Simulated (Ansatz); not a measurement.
# CoO: a tetragonal deformation path

Aim: for CoO, follow a tetragonal deformation at fixed volume.

Computed with Ansatz 0.2.0 (DFT PBE, scalar-relativistic, plane waves, PAW, unless a step's input says otherwise).

### Step 1. The structure to begin with

The structure is cubic, space group Fm-3m (No. 225). The conventional cell has a = 4.263 Å, b = 4.263 Å, c = 4.263 Å, α = 90.00°, β = 90.00°, γ = 90.00°. Around Co (site symmetry m-3m) lie 6 O at 2.13 Å. Around O (site symmetry m-3m) lie 6 Co at 2.13 Å.

As a file:

```
Co O
1.0
     0.00000    2.13150    2.13150
     2.13150    0.00000    2.13150
     2.13150    2.13150    0.00000
Co O
1 1
Direct
  0.00000 0.00000 0.00000
  0.50000 0.50000 0.50000
```

No relaxation comes first: the listed cell is the starting point.

### Step 2. The reference: the undisturbed cell on the scan's mesh

Input file input.yaml:

```yaml
crystal:
  lattice:
    - [0.0, 2.1315, 2.1315]
    - [2.1315, 0.0, 2.1315]
    - [2.1315, 2.1315, 0.0]
  atoms:
    - { symbol: Co, position: [0.0, 0.0, 0.0], spin: 2.73 }
    - { symbol: O, position: [0.5, 0.5, 0.5], spin: 0.34 }
basis:
  ecutwfc: 420
kpoints:
  mp_grid: { grid: [22, 22, 22] }
hamiltonian:
  xc: pbe
scf:
  occupations: { method: gaussian, width: 0.15 }
output:
  forces: true
  stress: true
  eigenvalues: true
  populations: true
magnetization:
  spin_polarized: true
```

Command:

```
ansatz run input.yaml --threads 1 --pin off --max-ram 2560MiB --backend cpu --events-out ev --progress --plain --runs-dir out
```

### Step 3. Next: a tetragonal deformation path

At fixed volume and fractional coordinates, lengths along (0.000, 0.000, 1.000) are scaled against those across it; ρ is that ratio over its starting value.

### Step 4. Point ρ = 0.707

Changes to input.yaml since step 2:

```diff
@@ -2,5 +2,5 @@
   lattice:
-    - [0.0, 2.1315, 2.1315]
-    - [2.1315, 0.0, 2.1315]
-    - [2.1315, 2.1315, 0.0]
+    - [0.0, 2.3926483011, 1.6916023489]
+    - [2.3926483011, 0.0, 1.6916023489]
+    - [2.3926483011, 2.3926483011, 0.0]
   atoms:
```

### Step 5. ρ = 1.414

Changes to input.yaml since step 4:

```diff
@@ -2,5 +2,5 @@
   lattice:
-    - [0.0, 2.3926483011, 1.6916023489]
-    - [2.3926483011, 0.0, 1.6916023489]
-    - [2.3926483011, 2.3926483011, 0.0]
+    - [0.0, 1.8990462151, 2.6852513481]
+    - [1.8990462151, 0.0, 2.6852513481]
+    - [1.8990462151, 1.8990462151, 0.0]
   atoms:
```

### Step 6. ρ = 0.850

Changes to input.yaml since step 5:

```diff
@@ -2,5 +2,5 @@
   lattice:
-    - [0.0, 1.8990462151, 2.6852513481]
-    - [1.8990462151, 0.0, 2.6852513481]
-    - [1.8990462151, 1.8990462151, 0.0]
+    - [0.0, 2.2501546197, 1.9126314267]
+    - [2.2501546197, 0.0, 1.9126314267]
+    - [2.2501546197, 2.2501546197, 0.0]
   atoms:
```

### Step 7. ρ = 1.200

Changes to input.yaml since step 6:

```diff
@@ -2,5 +2,5 @@
   lattice:
-    - [0.0, 2.2501546197, 1.9126314267]
-    - [2.2501546197, 0.0, 1.9126314267]
-    - [2.2501546197, 2.2501546197, 0.0]
+    - [0.0, 2.0058182956, 2.4069819547]
+    - [2.0058182956, 0.0, 2.4069819547]
+    - [2.0058182956, 2.0058182956, 0.0]
   atoms:
```

### Step 8. Point ρ = 0.780

Changes to input.yaml since step 7:

```diff
@@ -2,5 +2,5 @@
   lattice:
-    - [0.0, 2.0058182956, 2.4069819547]
-    - [2.0058182956, 0.0, 2.4069819547]
-    - [2.0058182956, 2.0058182956, 0.0]
+    - [0.0, 2.3155480781, 1.8061275009]
+    - [2.3155480781, 0.0, 1.8061275009]
+    - [2.3155480781, 2.3155480781, 0.0]
   atoms:
```

### Step 9. Point ρ = 1.300

Changes to input.yaml since step 8:

```diff
@@ -2,5 +2,5 @@
   lattice:
-    - [0.0, 2.3155480781, 1.8061275009]
-    - [2.3155480781, 0.0, 1.8061275009]
-    - [2.3155480781, 2.3155480781, 0.0]
+    - [0.0, 1.9530088872, 2.5389115533]
+    - [1.9530088872, 0.0, 2.5389115533]
+    - [1.9530088872, 1.9530088872, 0.0]
   atoms:
```

(Steps that only read results are left out.)

**Question.** What will these runs give? Wanted: highest point.

**Answer**, as computed:

| quantity | value |
| --- | --- |
| highest point | 357.4 meV/atom at ρ = 0.707 |

**Reading.** The undisturbed cell stays the lowest of the sampled points. No sampled point inside the path is a dip, apart from those named. With one magnetic atom in the cell only ferromagnetic order fits, and no U was applied, so an antiferromagnetic state was not tested. Without a U such compounds often come out metallic though many are antiferromagnetic insulators.
